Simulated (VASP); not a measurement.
# MoP (P-6m2) in VASP: further runs, part 2 of 2

VASP 6.6.1.

### Step 4. Relaxation of shape and atoms at fixed volume, r2SCAN (a relaxed cell with its volume scaled by 1.04)

INCAR reads:

```
PREC = Accurate
ENCUT = 600
EDIFF = 1E-7
ISMEAR = 1
SIGMA = 0.1
LREAL = F
LASPH = T
NELM = 80
ALGO = Normal
ISIF = 4
LWAVE = F
LCHARG = F
METAGGA = R2SCAN
LMIXTAU = T
IBRION = 2
NSW = 40
EDIFFG = -0.01
```

KPOINTS reads:

```
regular mesh
0
Gamma
  15 15 11
```

POSCAR reads:

```
MoP                                     
1.0
    3.2793359163      0.0000000000      0.0000000000
   -1.6396679581      2.8399882111     -0.0000000000
    0.0000000000      0.0000000000      3.2235950182
  Mo              P             
     1     1
Direct
     0.0000000000000000    0.0000000000000000    0.0000000000000000
     0.3333333332999970    0.6666666667000030    0.5000000000000000
```

Potentials or basis: VASP PAW PBE potentials, release 64 (Mo_sv, P).

The run is started by

```console
cat potpaw_PBE.64/Mo_sv/POTCAR potpaw_PBE.64/P/POTCAR > POTCAR
mpirun -np 1 vasp_std > vasp.out
```

OUTCAR:

```text
PREC = Accurate
   ENCUT = 600
   EDIFF = 1E-7
   ISMEAR = 1
   LREAL = F
   LASPH = T
   NELM = 80
   ISIF = 4
   METAGGA = R2SCAN
   IBRION = 2
   NSW = 40
   EDIFFG = -0.01

 ion  position               nearest neighbor table
   1  0.000  0.000  0.000-   2 2.49   2 2.49   2 2.49   2 2.49   2 2.49   2 2.49
   2  0.333  0.667  0.500-   1 2.49   1 2.49   1 2.49   1 2.49   1 2.49   1 2.49

  LATTYP: Found a hexagonal cell.
 ALAT       =     3.2793359163
 C/A-ratio  =     0.9830023823

  Lattice vectors:

 A1 = (   3.2793359163,   0.0000000000,   0.0000000000)
 A2 = (  -1.6396679581,   2.8399882111,   0.0000000000)
 A3 = (   0.0000000000,   0.0000000000,   3.2235950182)

Analysis of symmetry for initial positions (statically):
=====================================================================
 Subroutine PRICEL returns:
 Original cell was already a primitive cell.

 Routine SETGRP: Setting up the symmetry group for a
 hexagonal supercell.

 Subroutine GETGRP returns: Found 12 space group operations
 (whereof 12 operations were pure point group operations)
 out of a pool of 24 trial point group operations.

The static configuration has the point symmetry D_3h.

Analysis of symmetry for dynamics (positions and initial velocities):
=====================================================================
 Subroutine PRICEL returns:
 Original cell was already a primitive cell.

 Routine SETGRP: Setting up the symmetry group for a
 hexagonal supercell.

 Subroutine GETGRP returns: Found 12 space group operations
 (whereof 12 operations were pure point group operations)
 out of a pool of 24 trial point group operations.

The dynamic configuration has the point symmetry D_3h.

 Subroutine INISYM returns: Found 12 space group operations
 (whereof 12 operations are pure point group operations),
 and found     1 'primitive' translations

----------------------------------------------------------------------------------------

                                     Primitive cell

  volume of cell :      30.0222

  direct lattice vectors                    reciprocal lattice vectors
     3.279335916  0.000000000  0.000000000     0.304939788  0.176057069  0.000000000
    -1.639667958  2.839988211  0.000000000     0.000000000  0.352114138  0.000000000
     0.000000000  0.000000000  3.223595018     0.000000000  0.000000000  0.310212665

  length of vectors
     3.279335916  3.279335916  3.223595018     0.352114138  0.352114138  0.310212665

  position of ions in fractional coordinates (direct lattice)
     0.000000000  0.000000000  0.000000000
     0.333333333  0.666666667  0.500000000

  ion indices of the primitive-cell ions
   primitive index   ion index
                 1           1
                 2           2

----------------------------------------------------------------------------------------

 KPOINTS: regular mesh
[... 51 lines left out ...]
   number of dos      NEDOS =    301   number of ions     NIONS =      2
   total plane-waves  NPLWV =  21952
   dimension x,y,z NGX =    28 NGY =   28 NGZ =   28
   dimension x,y,z NGXF=    56 NGYF=   56 NGZF=   56
   ions per type =               1   1
   NGX,Y,Z   is equivalent  to a cutoff of  14.19, 14.19, 14.44 a.u.
   NGXF,Y,Z  is equivalent  to a cutoff of  28.39, 28.39, 28.88 a.u.
 SYSTEM =  unknown system
   PREC   = accura    normal or accurate (medium, high low for compatibility)
   ISTART =      0    job   : 0-new  1-cont  2-samecut
   ICHARG =      2    charge: 1-file 2-atom 10-const
   ISPIN  =      1    spin polarized calculation?
   LNONCOLLINEAR =      F non collinear calculations
   LSORBIT =      F    spin-orbit coupling
   LASPH  =      T    aspherical Exc in radial PAW
   ENCUT  =  600.0 eV  44.10 Ry    6.64 a.u.   6.55  6.55  6.44*2*pi/ulx,y,z
   NELM   =     80;   NELMIN=  2; NELMDL= -5     # of ELM steps
   EDIFF  = 0.1E-06   stopping-criterion for ELM
   LREAL  =      F    real-space projection
   EDIFFG = -.1E-01   stopping-criterion for IOM
   NSW    =     40    number of steps for IOM
   IBRION =      2    ionic relax: 0-MD 1-quasi-New 2-CG
   NFREE  =      1    steps in history (QN), initial steepest desc. (CG)
   ISIF   =      4    stress and relaxation
   ISYM   =      2    0-nonsym 1-usesym 2-fastsym
   POTIM  = 0.5000    time-step for ionic-motion
   TEBEG  =    0.0;   TEEND  =   0.0 temperature during run
   PSTRESS=    0.0 pullay stress
   NELECT =      19.0000    total number of electrons
   NUPDOWN=      -1.0000    fix difference up-down
   EMIN   =  10.00;   EMAX   =-10.00  energy-range for DOS
   EFERMI =   0.00;   METHOD = LEGACY
   ISMEAR =     1;   SIGMA  =   0.10  broadening in eV -4-tet -1-fermi 0-gaus
   EFERMI_NEDOS =   21; number of points for ismear=-14 and -15
   IALGO  =     38    algorithm
   IMIX   =      4    mixing-type and parameters
     AMIX     =   0.40;   BMIX     =  1.00
     AMIX_MAG =   1.60;   BMIX_MAG =  1.00
  volume/ion in A,a.u.               =      15.01       101.30
  Fermi-wavevector in a.u.,A,eV,Ry     =   1.405546  2.656097 26.879119  1.975560
  Thomas-Fermi vector in A             =   2.527996
   LORBIT       =      0    0 simple, 1 ext, 2 COOP (PROOUT), +10 PAW based schemes
   METAGGA = R2SCAN    functional components
   LHFCALC =     F    Hartree Fock is set to
   AEXX    =    0.0000 exact exchange contribution
   IVDW    =     0    specifies the selected vdW correction
   LEPSILON=     F    determine dielectric tensor
   LRPA    =     F    only Hartree local field effects (RPA)
 conjugate gradient relaxation of ions
 non-spin polarized calculation
 Methfessel and Paxton  Order N= 1 SIGMA  =   0.10
  energy-cutoff  :      600.00
  volume of cell :       30.02
 maximum number of plane-waves:      1033
 NGX is ok and might be reduce to    28
   NGX = 13   NGY = 13   NGZ = 13

--------------------------------------- Ionic step        1  -------------------------------------------

 number of electron      19.0000001 magnetization

 Free energy of the ion-electron system (eV)
  ---------------------------------------------------
  ext. energy  EPLUGINS =         0.00000000
  ---------------------------------------------------
  free energy    TOTEN  =       -36.42779401 eV

  energy without entropy =      -36.42739682  energy(sigma->0) =      -36.42766161

------------------------ aborting loop because EDIFF is reached ----------------------------------------

  FORCE on cell =-STRESS in cart. coord.  units (eV):
  Direction    XX          YY          ZZ          XY          YZ          ZX
  --------------------------------------------------------------------------------------
  -------------------------------------------------------------------------------------
  Total       -1.4390525     -1.4390525     -1.8317834     -0.0000000      0.0000000      0.0000000
  in kB      -76.7970064    -76.7970064    -97.7556297     -0.0000000      0.0000000      0.0000000
  external PRESSURE =     -83.7832142 kB  Pullay stress =       0.0000000 kB
[... 59 lines left out ...]
--------------------------------------- Ionic step        3  -------------------------------------------

 number of electron      19.0000001 magnetization

 Free energy of the ion-electron system (eV)
  ---------------------------------------------------
  ext. energy  EPLUGINS =         0.00000000
  ---------------------------------------------------
  free energy    TOTEN  =       -36.42878380 eV

  energy without entropy =      -36.42834653  energy(sigma->0) =      -36.42863804

 E-fermi :  11.2389     XC(G=0): -13.2588

 val. band max:       11.2387853518   @ k =   0.4000   0.1333   0.0909
 cond. band min:      11.2427882125   @ k =   0.2000  -0.0000   0.0000
 fundamental gap:      0.0040028607
 Fermi energy:        11.2388604008

 k-point     1 :       0.0000    0.0000    0.0000
  band No.  band energies     occupation
      1     -51.9429      2.00000
      2     -25.3370      2.00000
      3     -25.1744      2.00000
      4     -25.1744      2.00000
      5      -3.0844      2.00000
      6       7.2492      2.00000
      7       7.8070      2.00000
      8       7.8070      2.00000
      9      10.5491      2.00000
     10      11.4847     -0.00279
     11      11.4847     -0.00279
     12      15.3623      0.00000
     13      15.3623      0.00000
[... 354 lines left out ...]
  band No.  band energies     occupation
      1     -51.9126      2.00000
      2     -25.4406      2.00000
      3     -25.3088      2.00000
      4     -25.2933      2.00000
      5      -0.3042      2.00000
      6       4.2843      2.00000
      7       6.6721      2.00000
      8       7.4350      2.00000
      9      10.1309      2.00000
     10      10.3836      2.00000
     11      12.1380     -0.00000
     12      12.8811     -0.00000
     13      17.2942      0.00000

 [... further k-points ...]
[... 5 lines left out ...]
  --------------------------------------------------------------------------------------
  -------------------------------------------------------------------------------------
  Total       -1.5214289     -1.5214289     -1.5213551     -0.0000000      0.0000000      0.0000000
  in kB      -81.1931399    -81.1931399    -81.1892014     -0.0000000      0.0000000      0.0000000
  external PRESSURE =     -81.1918271 kB  Pullay stress =       0.0000000 kB
[... 17 lines left out ...]
  FREE ENERGIE OF THE ION-ELECTRON SYSTEM (eV)
  ---------------------------------------------------
  free  energy   TOTEN  =       -36.4287838004 eV

  energy  without entropy=      -36.4283465280  energy(sigma->0) =      -36.42863804

 reached required accuracy - stopping structural energy minimisation
```

CONTCAR:

```text
MoP
   1.00000000000000
     3.2875929818709766   -0.0000000000015940    0.0000000000000000
    -1.6437964908867431    2.8471390396437912    0.0000000000000000
    -0.0000000000000000    0.0000000000000000    3.2074226941800386
  Mo              P
     1     1
Direct
     0.0000000000000000    0.0000000000000000    1.0000000000000000
     0.3333333332999970    0.6666666667000030    0.5000000000000000

  0.00000000E+00  0.00000000E+00  0.00000000E+00
  0.00000000E+00  0.00000000E+00  0.00000000E+00
```

Run time: 8.7 min. Hardware: 1 thread of Intel Xeon Platinum 8488C (Sapphire Rapids), shared host; peak memory 0.23 GiB.

What came out:

```
Free energy               : -36.4288 eV
Energy gained by relaxing : 0.5 meV/atom
Ionic steps               : 3
Pressure after relaxing   : -8.1 GPa
Band gap on the k mesh    : none (metal or under the smearing width)
```

The path:
| step | energy change (eV) | largest force (eV/Å) | pressure (GPa) |
| --- | --- | --- | --- |
| 1 | 0.0000 | 0.0000 | -8.38 |
| 2 | -0.0009 | 0.0000 | -8.05 |
| 3 | -0.0010 | 0.0000 | -8.12 |

Final structure:
```xyz
2
Lattice="3.2876 0.0000 0.0000 -1.6438 2.8471 0.0000 0.0000 0.0000 3.2074" Properties=species:S:1:pos:R:3 pbc="T T T"
Mo    0.0000    0.0000    3.2074
P     0.0000    1.8981    1.6037
```

Caveat: the PAW data sets were made with another functional, which shifts forces and pressure a little.

### Step 5. Relaxation of shape and atoms at fixed volume, r2SCAN (a relaxed cell with its volume scaled by 1.06)

INCAR is that of step 4.

KPOINTS is that of step 4.

POSCAR reads:

```
MoP                                     
1.0
    3.3002239693      0.0000000000      0.0000000000
   -1.6501119847      2.8580777957     -0.0000000000
    0.0000000000      0.0000000000      3.2441280241
  Mo              P             
     1     1
Direct
     0.0000000000000000    0.0000000000000000    0.0000000000000000
     0.3333333332999970    0.6666666667000030    0.5000000000000000
```

The run is started by

```console
cat potpaw_PBE.64/Mo_sv/POTCAR potpaw_PBE.64/P/POTCAR > POTCAR
mpirun -np 1 vasp_std > vasp.out
```

Run time: 10 min. Hardware: 1 thread of Intel Xeon Platinum 8488C (Sapphire Rapids), shared host; peak memory 0.23 GiB.

Results (log left out):

```
Free energy               : -36.3934 eV
Energy gained by relaxing : 1.1 meV/atom
Ionic steps               : 3
Pressure after relaxing   : -11.6 GPa
Band gap on the k mesh    : none (metal or under the smearing width)
```

The path:
```csv
step,energy change (eV),largest force (eV/Å),pressure (GPa)
1,0.0000,0.0000,-11.93
2,-0.0020,0.0000,-11.47
3,-0.0021,0.0000,-11.56
```

Final structure:
```cif
data_structure
_symmetry_space_group_name_H-M 'P 1'
_symmetry_Int_Tables_number 1
_cell_length_a 3.3125
_cell_length_b 3.3125
_cell_length_c 3.2201
_cell_angle_alpha 90.000
_cell_angle_beta 90.000
_cell_angle_gamma 120.000
_cell_volume 30.60
loop_
_atom_site_label
_atom_site_type_symbol
_atom_site_fract_x
_atom_site_fract_y
_atom_site_fract_z
_atom_site_occupancy
Mo1 Mo 0.00000 0.00000 0.00000 1
P1 P 0.33333 0.66667 0.50000 1
```

Levels at points of the mesh, in eV from the Fermi level:
| k point | band 8 | band 9 | band 10 | band 11 | band 12 | band 13 |
| --- | --- | --- | --- | --- | --- | --- |
| (0.00, 0.00, 0.00) | -3.38 | -0.66 | 0.25 | 0.25 | 4.04 | 4.04 |

Caveat: the PAW data sets were made with another functional, which shifts forces and pressure a little.

### Step 6. Summary

```csv
cell,gap on the mesh (eV),pressure (GPa)
atoms relaxed at fixed volume,none,0.0
atoms relaxed at fixed volume from: a relaxed cell with its volume scaled by 1.02,none,-4.3
atoms relaxed at fixed volume from: a relaxed cell with its volume scaled by 1.04,none,-8.1
atoms relaxed at fixed volume from: a relaxed cell with its volume scaled by 1.06,none,-11.6
```

Alike in all rows: task relaxation of shape and atoms at fixed volume; level r2SCAN; potentials or basis VASP PAW PBE potentials, release 64 (Mo_sv, P); no spin polarisation; k mesh 15 × 15 × 11; cutoff (eV) 600; smearing methfessel-paxton 0.1 eV.

Caveats: the PAW data sets were made with another functional, which shifts forces and pressure a little; the relaxation stopped at its first step, so nothing moved (some runs).

Total energies depend on the potentials used, so only differences within one code and one set of settings carry meaning.
